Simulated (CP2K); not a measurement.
MoS2, a slab with vacuum:

```
Mo S
1.0
     3.18413    0.00000    0.00000
    -1.59206    2.75753    0.00000
     0.00000    0.00000   17.33460
Mo S
1 2
Cartesian
  0.0000 0.0000 0.0000
  0.0000 1.8384 15.7833
  0.0000 1.8384 1.5513
```

Base run:

| Quantity | Value |
| --- | --- |
| Program | CP2K 2026.2 |
| Functional | PBEsol |
| Potentials or basis | GTH_POTENTIALS Mo GTH-PBE-q14, S GTH-PBE-q6; DZVP-MOLOPT-SR-GTH basis |
| Density cutoff | 6123 eV |
| k mesh | 10 × 10 × 2 |
| Occupations | fermi-dirac, width 0.05 eV |
| Spin | no spin polarisation |

Its results: band gap on the k mesh 1.66 eV, indirect (least direct gap 1.97 eV); largest force 0.040 eV/Å.

Task: The run is repeated on the same cell with these changes: potentials or basis from GTH_POTENTIALS Mo GTH-PBE-q14, S GTH-PBE-q6; DZVP-MOLOPT-SR-GTH basis to GTH_POTENTIALS Mo GTH-PBE-q14, S GTH-PBE-q6; TZVP-MOLOPT-SR-GTH, TZVP-MOLOPT-GTH basis; basis sets from Mo DZVP-MOLOPT-SR-GTH-q14, S DZVP-MOLOPT-SR-GTH-q6 to Mo TZVP-MOLOPT-SR-GTH-q14, S TZVP-MOLOPT-GTH-q6. What comes out?

Result: Band gap on the k mesh 1.74 eV, indirect (least direct gap 1.94 eV); largest force 0.017 eV/Å.

Caveats: the potentials were made for another functional, which shifts forces and pressure; the basis of atomic orbitals isn't converged, which shifts pressures, moduli and gaps.

A k mesh can miss the band edges.
